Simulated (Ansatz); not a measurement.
Here is an Ansatz 0.2.0 calculation.

input.yaml

```yaml
crystal:
  lattice:
    - [-1.8946518192, 1.8946518192, 1.8946518192]
    - [1.8946518192, -1.8946518192, 1.8946518192]
    - [1.8946518192, 1.8946518192, -1.8946518192]
  atoms:
    - { symbol: Sn, position: [0.0, 0.0, 0.0] }
hamiltonian:
  xc: revpbe
  pseudopotentials: { kind: paw }
  dispersion: d3bj
kpoints:
  mp_grid: { grid: [10, 10, 10] }
scf:
  occupations: { method: fermi_dirac, width: 0.05 }
output:
  forces: true
  stress: true
  eigenvalues: true
relax:
  f_tol: 0.01
  max_steps: 40
  cell: { stress_tol: 0.05 }
```

Potentials or basis: Ansatz PAW.

Command:

```console
$ ansatz run input.yaml --threads 2 --pin off --max-ram 5632MiB --backend cpu --events-out ev --progress --plain --runs-dir out
```

(1) Predict the relaxed volume.

(2) Predict the band gap on the k mesh.

(3) Predict the relaxed cell.

Results:

(1) 25.74 Å³/atom.

(2) none (metal or under the smearing width).

(3) a = 3.221 Å, b = 3.221 Å, c = 3.221 Å, α = 109.47°, β = 109.47°, γ = 109.47°.

Caveat: pairwise dispersion overbinds metals, which lowers pressure and volume; the PAW data sets come from PBE, with cores solved anew for the run's functional, which leaves a small shift of forces and pressure.
